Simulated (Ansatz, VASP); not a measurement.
**MgO: VASP beside Ansatz**

Contents of INCAR:

```
ALGO = Normal
EDIFF = 1E-6
ENCUT = 520
GGA = PS
ISIF = 2
ISMEAR = 0
LASPH = True
LCHARG = False
LREAL = False
LWAVE = False
NBANDS = 16
NELM = 80
PREC = Accurate
SIGMA = 0.05
```

KPOINTS

```
k-points
0
Gamma
  9 9 6
```

Contents of POSCAR:

```
MgO
1.0
    3.3724495628      0.0000000000      0.0000000000
   -1.6862247814      2.9206269943      0.0000000000
    0.0000000000      0.0000000000      4.4883431560
Mg O
2 2
Direct
    0.6586046991      0.3172093983      0.7500000000
    0.3413953009      0.6827906017      0.2500000000
    0.6726026025      0.3452052050      0.2500000000
    0.3273973975      0.6547947950      0.7500000000
```

Input for Ansatz:

```yaml
crystal:
  lattice:
    - [3.3724495628, 0.0, 0.0]
    - [-1.6862247814, 2.9206269943, 0.0]
    - [0.0, 0.0, 4.488343156]
  atoms:
    - { symbol: Mg, position: [0.6586046991, 0.3172093983, 0.75] }
    - { symbol: Mg, position: [0.3413953009, 0.6827906017, 0.25] }
    - { symbol: O, position: [0.6726026025, 0.345205205, 0.25] }
    - { symbol: O, position: [0.3273973975, 0.654794795, 0.75] }
basis:
  ecutwfc: 520.0
kpoints:
  mp_grid: { grid: [9, 9, 6] }
hamiltonian:
  xc: pbesol
  pseudopotentials: { kind: paw, azcp: { folder: soft_1 } }
scf:
  occupations: { method: gaussian, width: 0.05 }
output:
  forces: true
  stress: true
  eigenvalues: true
```

Change from the starting cell: mode 5 frozen in at -0.049 Å, strain +e along z and -e/2 along x and y +0.0700.

Alike in both runs: task single point; functional PBEsol; k mesh 9 × 9 × 6; occupations gaussian, width 0.05 eV; no spin polarisation.

|  | VASP | Ansatz |
| --- | --- | --- |
| version | VASP 6.6.1 | Ansatz 0.2.0 |
| potentials or method | VASP PAW PBE potentials, release 64 (Mg, O) | scalar-relativistic, plane waves, PAW |
| plane-wave cutoff (eV) | 520 | 520 |
| valence electrons in the cell | 16 | 32 |

|  | VASP | Ansatz | Ansatz less VASP |
| --- | --- | --- | --- |
| gap on the k mesh at the Fermi level (eV) | 3.17 | 3.17 | +0.009 |
| least direct gap on the mesh (eV) | 3.17 | 3.17 | +0.009 |
| pressure (GPa) | 2.3 | 2.6 | +0.31 |
| largest component of the traceless stress (GPa) | 10.41 | 10.25 | -0.160 |
| rms of the force components (eV/Å) | 0.157 | 0.155 | -0.0020 |

Atom by atom the forces differ by 0.002 eV/Å (rms over components). The two sets of potentials don't hold the same shells in valence. Ansatz warned: «pseudo_functional_mismatch».

Caveats: the PAW data sets were made with another functional, which shifts forces and pressure a little (VASP).
